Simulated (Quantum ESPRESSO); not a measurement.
# LiH (Fm-3m): from Born charge to LO-TO splitting

How high does the longitudinal optical mode of LiH (Fm-3m) lie, given the transverse one, the Born charge and ε∞?

Method: DFT LDA, scalar-relativistic, plane waves, PseudoDojo norm-conserving pseudopotentials, in Quantum ESPRESSO 7.5.

The database entry behind the starting cell differs from later determinations by our own check (the deuteride, about 0.2 % short), so it need not match the best structure at ambient conditions.

### Step 1. Set-up

The structure is cubic, space group Fm-3m (No. 225). Conventional cell: a = 3.910 Å, b = 3.910 Å, c = 3.910 Å, α = 90.00°, β = 90.00°, γ = 90.00°. Li has 6 H at 1.95 Å nearest. Nearest to H lie 6 Li at 1.95 Å. Farther neighbours are not listed.

Coordinates:

```cif
data_structure
_symmetry_space_group_name_H-M 'Fm-3m'
_symmetry_Int_Tables_number 225
_cell_length_a 3.9096
_cell_length_b 3.9096
_cell_length_c 3.9096
_cell_angle_alpha 90.000
_cell_angle_beta 90.000
_cell_angle_gamma 90.000
_cell_volume 59.76
loop_
_atom_site_label
_atom_site_type_symbol
_atom_site_symmetry_multiplicity
_atom_site_Wyckoff_symbol
_atom_site_fract_x
_atom_site_fract_y
_atom_site_fract_z
_atom_site_occupancy
Li1 Li 4 a 0.00000 0.00000 0.00000 1
H1 H 4 b 0.50000 0.00000 0.00000 1
```

This is the cell after its relaxation at this level of theory, not the database cell from which that began.

### Step 2. What the response run gave

A linear-response run on the relaxed cell, with the response to an electric field; only its zone-centre results are used. Cutoff 74 Ry, k mesh 8×8×8.

Log:

```text
[banners, grids, parts of the stress and lines that vanish by symmetry left out]
Program PHONON v.7.5
     Reading xml data from directory:

[...]
Exchange-correlation= PW
                           (   1   4   0   0   0   0   0)
[...]
kinetic-energy cut-off    =      74.0000  Ry
     charge density cut-off    =     296.0000  Ry
     convergence threshold     =      1.0E-18
[...]
Exchange-correlation= PW
                           (   1   4   0   0   0   0   0)
[...]
q = (   0.0000000   0.0000000   0.0000000 )
     49 Sym.Ops. (with q -> -q+G )
     G cutoff =  204.6295  (   8657 G-vectors)     FFT grid: ( 30, 30, 30)
     number of k points=    29
[...]
Mode symmetry, O_h (m-3m)  point group:
[...]
Dielectric constant
[...]
End of electric fields calculation
          Dielectric constant in cartesian axis
          (       5.195883145       0.000000000       0.000000000 )
          (       0.000000000       5.195883145       0.000000000 )
          (       0.000000000       0.000000000       5.195883145 )
          Effective charges (d Force / dE) in cartesian axis without acoustic sum rule applied (asr)
           atom    1  Li    Mean Z*:        1.03568
      Ex  (        1.03568       -0.00000        0.00000 )
      Ey  (       -0.00000        1.03568        0.00000 )
      Ez  (        0.00000        0.00000        1.03568 )
           atom    2  H     Mean Z*:       -1.04531
      Ex  (       -1.04531       -0.00000        0.00000 )
      Ey  (       -0.00000       -1.04531       -0.00000 )
      Ez  (        0.00000        0.00000       -1.04531 )
          Effective charges Sum: Mean:       -0.00963
[...]
Effective charges (d Force / dE) in cartesian axis with asr applied:
           atom    1  Li    Mean Z*:        1.04050
[...]
atom    2  H     Mean Z*:       -1.04050
[...]
Representation #   1 modes #   1   2   3
[...]
End of self-consistent calculation
     Convergence has been achieved
     Representation #   2 modes #   4   5   6
[...]
End of self-consistent calculation
     Convergence has been achieved
[...]
Dielectric constant in cartesian axis
          (       5.195883145       0.000000000       0.000000000 )
          (       0.000000000       5.195883145       0.000000000 )
          (       0.000000000       0.000000000       5.195883145 )
          Effective charges (d Force / dE) in cartesian axis without acoustic sum rule applied (asr)
           atom    1  Li    Mean Z*:        1.03568
      Ex  (        1.03568       -0.00000        0.00000 )
      Ey  (       -0.00000        1.03568        0.00000 )
      Ez  (        0.00000        0.00000        1.03568 )
           atom    2  H     Mean Z*:       -1.04531
      Ex  (       -1.04531       -0.00000        0.00000 )
      Ey  (       -0.00000       -1.04531       -0.00000 )
      Ez  (        0.00000        0.00000       -1.04531 )
          Effective charges Sum: Mean:       -0.00963
[...]
Effective charges (d Force / dE) in cartesian axis with asr applied:
           atom    1  Li    Mean Z*:        1.04050
[...]
atom    2  H     Mean Z*:       -1.04050
[...]
q = (    0.000000000   0.000000000   0.000000000 )
[...]
freq (    1) =       0.027237 [THz] =       0.908526 [cm-1]
     freq (    2) =       0.027237 [THz] =       0.908526 [cm-1]
     freq (    3) =       0.027237 [THz] =       0.908526 [cm-1]
     freq (    4) =      19.367512 [THz] =     646.030674 [cm-1]
     freq (    5) =      19.367512 [THz] =     646.030674 [cm-1]
     freq (    6) =      19.367512 [THz] =     646.030674 [cm-1]
[...]
Mode symmetry, O_h (m-3m)  point group:
     freq (   1-   3) =          0.9  [cm-1]   --> T_1u G_15  G_4- I
     freq (   4-   6) =        646.0  [cm-1]   --> T_1u G_15  G_4- I

   JOB DONE.
```

```
                       quantity   value
             cell volume Ω (Å³)  14.940
                 mass of Li (u)   6.940
                  mass of H (u)   1.008
     Born charge of Li, raw (e)   1.036
      Born charge of H, raw (e)  -1.045
                             ε∞   5.196
ω(TO) after the sum rule (cm⁻¹)   646.0
```

### Step 3. The calculation

The charges must sum to zero over the cell; taking off their mean, -0.005 e, leaves Z* = 1.040 e on Li. In the polar mode Li moves against H, so the reduced mass is μ = 6.94 × 1.01 / 7.95 = 0.880 u.

A longitudinal wave builds up a field that adds to the restoring force: ω(LO)² = ω(TO)² + 4π Z*² / (μ Ω ε∞), in Hartree atomic units. With μ = 1604 electron masses and Ω = 100.82 bohr³ the second term is 1.6187e-05 Ha², or 779723 cm⁻² (1 Ha = 219474.6 cm⁻¹).

So ω(LO) = √(417368 + 779723) = 1094.1 cm⁻¹, and by the Lyddane-Sachs-Teller relation ε₀ = ε∞ (ω(LO)/ω(TO))² = 14.90.

### Step 4. Check against the program

The analysis program adds the same non-analytic term to the full matrix, here for q along (1 0 0).

Log:

```text
[banner, memory and clock lines left out]
Program DYNMAT v.7.5

     Reading Dynamical Matrix from file g.dyn
     ...Force constants read
     ...epsilon and Z* read

     Polarizability (A^3 units)
     multiply by 0.416905 for Clausius-Mossotti correction
         4.988344    0.000000    0.000000
         0.000000    4.988344    0.000000
         0.000000    0.000000    4.988344

     IR activities are in (D/A)^2/amu units

# mode   [cm-1]    [THz]      IR
    1     -0.00   -0.0000    0.0000
    2     -0.00   -0.0000    0.0000
    3      0.00    0.0000    0.0000
    4    646.04   19.3677   28.3784
    5    646.04   19.3677   28.3784
    6   1094.11   32.8007   28.3784
```

ε₀ comes from the program's run without a direction of q.

```
    quantity  by hand  program
ω(LO) (cm⁻¹)   1094.1   1094.1
          ε₀    14.90    14.90
```

### Step 5. Outcome

```json
{
  "TO mode": "646.0 cm⁻¹",
  "LO mode": "1094 cm⁻¹",
  "static dielectric constant": "14.90"
}
```

The LO mode of LiH (Fm-3m) lies at 1094 cm⁻¹, 448 cm⁻¹ above the TO mode; the formula meets the program within 0.1 cm⁻¹, as it must for a cubic crystal with one polar mode. ω(LO)² − ω(TO)² goes with Z*²/ε∞: an error of 5 % in ε∞ would move the LO mode by 17.1 cm⁻¹, and semilocal functionals tend to overestimate ε∞. These are harmonic values at zero temperature, at the volume of this functional, for the structure held cubic; stability elsewhere in the zone is no part of this calculation.

[Host names and launcher messages were left out of these logs when they were recorded.]

[Logs are printed without paths, hosts, clocks, repeated set-up lines and the standing remarks that a program may print on its own settings, such as how far it seeks lower states.]

[Hosts, paths, dates, database ids (printed as entryN), source tags and the programs' standing remarks are cut or masked in the printed files.]
